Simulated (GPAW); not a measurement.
The system is Al.

```
Al
1.0
     0.00000    2.02481    2.02481
     2.02481    0.00000    2.02481
     2.02481    2.02481    0.00000
Al
1
Direct
  0.00000 0.00000 0.00000
```

| Property | Result |
| --- | --- |
| Program | GPAW 26.7.0 |
| Task | relaxation of cell and atoms |
| Functional | PBE |
| Dispersion | D3(BJ) |
| Potentials or basis | GPAW PAW data sets (gpaw-data 1.2.1) |
| Cutoff | 600 eV |
| Basis | pw |
| k mesh | 11 × 11 × 11 |
| Occupations | fermi-dirac, width 0.05 eV |
| Spin | no spin polarisation |

At the start: pressure -3.6 GPa; volume 16.60 Å³/atom.

Problem. How do energy, volume and symmetry change on relaxing?

Solution. Over 3 steps the energy falls by 8.9 meV/atom and the volume is 15.83 Å³/atom (-4.7 %); space group Fm-3m (No. 225, to 0.05 Å).

Step by step:
```tsv
step	energy change (eV)	largest force (eV/Å)	pressure (GPa)	volume (Å³)
1	0.0000	0.0000	-3.65	16.60
2	-0.0051	0.0000	-2.45	16.34
3	-0.0089	0.0000	0.15	15.83
```

Final structure:
```cif
data_structure
_symmetry_space_group_name_H-M 'P 1'
_symmetry_Int_Tables_number 1
_cell_length_a 2.8182
_cell_length_b 2.8182
_cell_length_c 2.8182
_cell_angle_alpha 60.000
_cell_angle_beta 60.000
_cell_angle_gamma 60.000
_cell_volume 15.83
loop_
_atom_site_label
_atom_site_type_symbol
_atom_site_fract_x
_atom_site_fract_y
_atom_site_fract_z
_atom_site_occupancy
Al1 Al 0.00000 0.00000 0.00000 1
```

The cell as given is a measured one (16.60 Å³/atom); PBE+D3(BJ) puts the equilibrium volume -4.7 % from it, thermal expansion not counted.

Caveat: later steps reuse the first step's grids; pairwise dispersion overbinds metals, which lowers pressure and volume.
